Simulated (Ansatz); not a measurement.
# fcc Cu(111) / fcc Rh(111): interface resistance against the common lattice

Both metals share one in-plane spacing. 2AR is known at 8 spacings; what is it at 2.639 Å?

**Method.** Ansatz 0.2.0, plane waves with PAW datasets at their recommended cutoffs (420 eV for most), Fermi-Dirac smearing; ballistic transmission by layer matching. Each metal keeps its atomic volume and ideal sites. RA per spin is A (h/e²)(1/T − ½[1/N₁ + 1/N₂]), and 2AR is the mean of the two spins' values; PBE.

Results; the value marked ? is to be predicted:

```tsv
spacing (Å)	T / mean channels of the leads (%)	2AR (fΩ m²)
2.556	53.8	0.846
2.573	54.2	0.811
2.589	55.6	0.766
2.606	56.1	0.759
2.623	56.7	0.747
2.639	-	?
2.656	57.6	0.724
2.673	58.0	0.718
2.689	57.9	0.725
```

**Fit on the rows shown.**

A parabola in u = spacing − 2.623 Å through the four nearest rows has the coefficients 0.746, −0.733 and 3.15 (constant, linear, square) and misses them by up to 0.16 %. At u = 0.0166 Å: 0.746 + (−0.733)(0.0166) + (3.15)(0.0166)². Predicted: 0.735 fΩ m².

**The withheld run.**

0.733 fΩ m², so the prediction is 0.26 % too high. Over the series 2AR spans 0.718 to 0.846 fΩ m².

Caveats: Sharp, coherent interfaces; real films intermix and relax a misfit by dislocations once they are thick enough.

[Logs are printed without paths, hosts, clocks, repeated set-up lines and the standing remarks that a program may print on its own settings, such as how far it seeks lower states.]
